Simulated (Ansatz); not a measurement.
The cell is COD entry 1531230, as deposited and not checked against the literature; nothing was relaxed.

Te: DFT, LDA, all-electron LAPW, scalar-relativistic (Ansatz 0.2.0).

Command: `ansatz run input.yaml --threads 1 --pin off --max-ram 4096MiB --backend cpu --events-out ev --progress --plain --runs-dir out` The run took 59 s on 1 thread of Intel(R) Xeon(R) 6975P-C (Granite Rapids) (shared host), peak memory 0.57 GiB.

```yaml
crystal:
  lattice:
    - [4.4579994587, 0.0, 0.0]
    - [-2.2289997294, 3.8607407813, 0.0]
    - [0.0, 0.0, 5.925]
  atoms:
    - { symbol: Te, position: [0.745, 0.0, 0.3333333333] }
    - { symbol: Te, position: [0.0, 0.745, 0.6666666667] }
    - { symbol: Te, position: [0.255, 0.255, 0.0] }
kpoints:
  mp_grid: { grid: [9, 9, 6] }
  band_path:
    path:
      - [0.0, 0.0, 0.0]
      - [0.5, 0.0, 0.0]
      - [0.3333333333, 0.3333333333, 0.0]
      - [0.0, 0.0, 0.0]
      - [0.0, 0.0, 0.5]
      - [0.5, 0.0, 0.5]
      - [0.3333333333, 0.3333333333, 0.5]
      - [0.0, 0.0, 0.5]
      - [0.5, 0.0, 0.5]
    npoints: 14
scf:
  occupations: { method: fermi_dirac, width: 0.08 }
hamiltonian:
  xc: lda
  pseudopotentials: { kind: all_electron, lapw: { basis_error: 0.0005 } }
output:
  forces: true
  stress: true
  eigenvalues: true
  populations: true
  dos: { projected: true, de: 0.2, e_range: [-14, 8] }
```

Output:

```
Te: projections on atomic orbitals take those of the free atom 1s2 2s2 2p6 3s2 3p6 3d10 4s2 4p6 4d10 5s2 5p4, of charge +0.00 (hamiltonian.pseudopotentials.projection_atoms)
LAPW: plane waves up to 8.458 Å⁻¹, error target 5.0e-4 eV per atom; small_component_spin mean_spin; Te in spheres of 1.394 Å, 24 of its electrons in bands, Dirac shells []
Engine: ansatz 0.2.0
Pseudopotentials: kind: all_electron
Pseudopotential: Te, LAPW, valence charge 24, Koelling and Harmon's equation, gaussian nucleus
Functional definition: SPW92
  exchange = slater_x
  correlation = pw_c
Crystal: 3 atoms, lattice volume = 101.976 Å³
Basis set: ecut = 272.53095681602025 eV, 1011 PW (Γ), exchange–correlation at level 2
Bands: 44, of which v1, the nominal top of the filled ones, is band 36 counted from 1 (35 counted from 0)
Symmetry: 6 space group operations
Space group: P3121 (ITA 152), of the structure as read, at distance tolerance 4.7e-5 Å
k-points: 62 of 486 (time reversal used)
Non-local potential: Te, projectors of the file, none
Initial density: superposition of atomic densities (chi_scale 0.1, normalization cell)
Initial wavefunctions: plane waves of lowest kinetic energy (no species holds an atomic orbital)
Functional: x = slater, c = lda
iter 1 solved again at ethr=1.74e-4 eV; its pass at ethr=1.00e-1 eV (dr2=1.25e-1 eV) is discarded
SCF iter   1: F=—  HF=-554195.276132 eV  |F-HF|=—  |Δ(HF+E_count)|=         —  Δρ=1.28e-2  dr2=1.25e-1  ethr=1.74e-4  ⟨swp⟩=3.0  Hψ=17962  notcnv=0
preconditioner: auto → Kerker (q_TF=auto, 2.575 Å⁻¹)  [metal: Δε(μ)=0.199 eV  Ē_g=10.410 eV  σ=0.080 eV  W_gap=0.49  n_scr=22 (ndim 8)  ℏωp=15.6 eV  f_vac=0.075  D(μ)=0.07/eV (n_scr^D=0)]
SCF iter   2: F=—  HF=-554195.235627 eV  |F-HF|=—  |Δ(HF+E_count)|=   4.05e-2  Δρ=7.90e-3  dr2=5.03e-2  ethr=1.73e-4  ⟨swp⟩=2.0  Hψ=7956  notcnv=0
preconditioner: auto → Resta (q_TF=auto, 2.575 Å⁻¹)  ε∞=3.2  [insulator: Δε(μ)=0.518 eV  Ē_g=10.417 eV  σ=0.080 eV  W_gap=0.51  n_scr=22 (ndim 8)  ℏωp=15.6 eV  f_vac=0.078  D(μ)=0.08/eV (n_scr^D=0)  ε∞_Penn≈3.2]
iter 3 solved again at ethr=4.88e-6 eV; its pass at ethr=6.99e-5 eV (dr2=3.52e-3 eV) is discarded
SCF iter   3: F=—  HF=-554195.224565 eV  |F-HF|=—  |Δ(HF+E_count)|=   1.11e-2  Δρ=1.88e-3  dr2=3.51e-3  ethr=4.88e-6  ⟨swp⟩=2.0  Hψ=13498  notcnv=0
SCF iter   4: F=—  HF=-554195.224392 eV  |F-HF|=—  |Δ(HF+E_count)|=         —  Δρ=5.59e-4  dr2=3.48e-4  ethr=4.88e-6  ⟨swp⟩=2.0  Hψ=7958  notcnv=0
the basis was enlarged: its passes take 526.8 KiB over the memory plan, 1 of 1 planned eigensolver slots
SCF iter   5: F=—  HF=-554195.224365 eV  |F-HF|=—  |Δ(HF+E_count)|=   2.63e-5  Δρ=8.61e-5  dr2=1.07e-5  ethr=4.83e-7  ⟨swp⟩=2.0  Hψ=7961  notcnv=0
SCF iter   6: F=—  HF=-554195.224364 eV  |F-HF|=—  |Δ(HF+E_count)|=   1.18e-6  Δρ=3.37e-5  dr2=1.47e-6  ethr=1.49e-8  ⟨swp⟩=2.0  Hψ=7959  notcnv=0
SCF iter   7: F=—  HF=-554195.224365 eV  |F-HF|=—  |Δ(HF+E_count)|=   8.30e-7  Δρ=9.55e-6  dr2=1.21e-7  ethr=2.05e-9  ⟨swp⟩=2.9  Hψ=8108  notcnv=0
SCF iter   8: F=-554195.224365 eV  HF=-554195.224365 eV  |F-HF|=1.16e-10  |Δ(HF+E_count)|=   1.42e-7  Δρ=3.26e-6  dr2=1.60e-8  ethr=1.68e-10  ⟨swp⟩=2.0  Hψ=7959  notcnv=0
SCF 1 converged in 8 iterations: F = -554195.224365 eV  dr2 = 1.60e-8
NSCF: frozen V_eff on 113 k-points
SCF converged after 8 iterations
Free energy (F): -554195.224365 eV
Harris-Foulkes:  -554195.224365 eV  (|F-HF|=1.16e-10)
Internal energy: -554195.222143 eV  (E = F + TS)
E sigma→0 (E₀):  -554195.223254 eV
Entropy (-TS):   -0.002222 eV (-0.741 meV/atom)
Fermi energy:    10.527323 eV
--- Per-component energies (eV) ---
  E_band       = -3391.634452
  E_kinetic    = 585129.032702
  E_xc         = -13909.323057
  E_electrostatic = -1125414.931788  (all electrons and nuclei)
  E_smearing   = -0.002222  (= −TS)
  E_closure    = 0.000000  (closes the sum)
  E_atoms      = -554183.933423  (free atoms, spherical and without spin; not in F)
  Σ components = -554195.224365   (vs F -554195.224365, Δ=0.00e0)
  Basis errors (estimates in eV, not in F): energy 2.2e-4 per atom: plane waves 2.1e-4 (1.2e-4 summed), levels above the bands 3.8e-37, relativity 4.3e-9, radial functions 1.5e-5, core shells 6.1e-9; eigenvalues (radial functions only) 2.5e-7; not estimated: angular momenta, meshes, grids; target (lapw.basis_error) 5.0e-4; muffin-tin radii Te 1.394 Å
--- Forces (eV/Å), atoms counted from 1 ---
  atom   1  Te    -0.47958170    -0.00000000    -0.00000000
  atom   2  Te     0.23979085    -0.41532994     0.00000000
  atom   3  Te     0.23979085     0.41532994     0.00000000
  max |Σ_I F_I| component: 8.33e-17 eV/Å
--- Stress (GPa, compression-positive) ---
       -0.494770       0.000000      -0.000000
        0.000000      -0.494770      -0.000000
       -0.000000      -0.000000       0.079699
  P = ⅓ Tr σ = -0.3033 GPa (-3.033 kbar)
--- Band table (eV; the first three rows and the last of 62) ---
  k-point 0: bands = ["-148.8608", "-148.8604", "-148.8604", "-99.1540", "-99.1540", "-99.1500", "-99.1137", "-99.1113", "-99.1113", "-98.9682", "-98.9682", "-98.9681", "-26.8347", "-26.8347", "-26.7702", "-26.7585", "-26.7585", "-26.6763", "-26.6358", "-26.6310", "-26.6310", "-26.5969", "-26.5963", "-26.5963", "-26.5881", "-26.5504", "-26.5504", "-3.3810", "-0.0065", "-0.0065", "7.3018", "7.5277", "7.5277", "8.7763", "8.7763", "9.8043", "11.4746", "11.4746", "12.1557", "15.3182", "15.3182", "16.0797", "16.9185", "16.9185"]
  k-point 1: bands = ["-148.8608", "-148.8605", "-148.8604", "-99.1547", "-99.1532", "-99.1502", "-99.1136", "-99.1118", "-99.1109", "-98.9682", "-98.9682", "-98.9681", "-26.8482", "-26.8177", "-26.7715", "-26.7657", "-26.7491", "-26.6843", "-26.6355", "-26.6345", "-26.6266", "-26.5981", "-26.5969", "-26.5953", "-26.5831", "-26.5518", "-26.5507", "-3.2787", "-0.9569", "0.9758", "7.0370", "7.3668", "7.8282", "8.8132", "8.8704", "9.7500", "11.3261", "11.3374", "11.8993", "15.0903", "15.8659", "16.2565", "16.5550", "16.7494"]
  k-point 2: bands = ["-148.8608", "-148.8606", "-148.8603", "-99.1551", "-99.1523", "-99.1507", "-99.1133", "-99.1123", "-99.1107", "-98.9682", "-98.9682", "-98.9681", "-26.8569", "-26.8001", "-26.7761", "-26.7703", "-26.7370", "-26.7022", "-26.6364", "-26.6358", "-26.6227", "-26.6001", "-26.5963", "-26.5950", "-26.5729", "-26.5558", "-26.5514", "-2.9742", "-1.7940", "1.8198", "6.4940", "7.5401", "7.8868", "9.0046", "9.0202", "9.5835", "11.1093", "11.1183", "11.4325", "14.6704", "15.8503", "16.2535", "16.9476", "17.5533"]
  k-point 61: bands = ["-148.8607", "-148.8607", "-148.8603", "-99.1553", "-99.1514", "-99.1514", "-99.1129", "-99.1129", "-99.1106", "-98.9682", "-98.9681", "-98.9681", "-26.8587", "-26.7828", "-26.7828", "-26.7688", "-26.7199", "-26.7199", "-26.6377", "-26.6377", "-26.6198", "-26.6049", "-26.5935", "-26.5935", "-26.5741", "-26.5741", "-26.5382", "-1.6472", "-1.6472", "0.4935", "5.1581", "5.4615", "5.4615", "9.2523", "10.3930", "10.3930", "10.5030", "12.0210", "12.0210", "16.2014", "16.9364", "16.9364", "17.4199", "17.9396"]
--- Löwdin populations: 3 sites ---
  site symbol       q [e]
     0     Te     51.9497
     1     Te     51.9497
     2     Te     51.9497
  spilling = 0.000967 (of n_electrons = 156.000000)
```

populations.tsv:

```
# site	symbol	l	j	q
# orbitals = lowdin
# n_electrons = 156.000000
# spilling = 0.000967
# projection_atom_Te: 1s2 2s2 2p6 3s2 3p6 3d10 4s2 4p6 4d10 5s2 5p4
0	Te	0_1S	-	1.999999
0	Te	0_2S	-	1.999991
0	Te	0_3S	-	1.999878
0	Te	0_4S	-	1.998537
0	Te	0_5S	-	1.928654
0	Te	1_2P	-	5.999999
0	Te	1_3P	-	5.999973
0	Te	1_4P	-	5.998994
0	Te	1_5P	-	4.024631
0	Te	2_3D	-	9.999989
0	Te	2_4D	-	9.999075
1	Te	0_1S	-	1.999999
1	Te	0_2S	-	1.999991
1	Te	0_3S	-	1.999878
1	Te	0_4S	-	1.998537
1	Te	0_5S	-	1.928654
1	Te	1_2P	-	5.999999
1	Te	1_3P	-	5.999973
1	Te	1_4P	-	5.998994
1	Te	1_5P	-	4.024631
1	Te	2_3D	-	9.999989
1	Te	2_4D	-	9.999075
2	Te	0_1S	-	1.999999
2	Te	0_2S	-	1.999991
2	Te	0_3S	-	1.999878
2	Te	0_4S	-	1.998537
2	Te	0_5S	-	1.928654
2	Te	1_2P	-	5.999999
2	Te	1_3P	-	5.999973
2	Te	1_4P	-	5.998994
2	Te	1_5P	-	4.024631
2	Te	2_3D	-	9.999989
2	Te	2_4D	-	9.999075
```
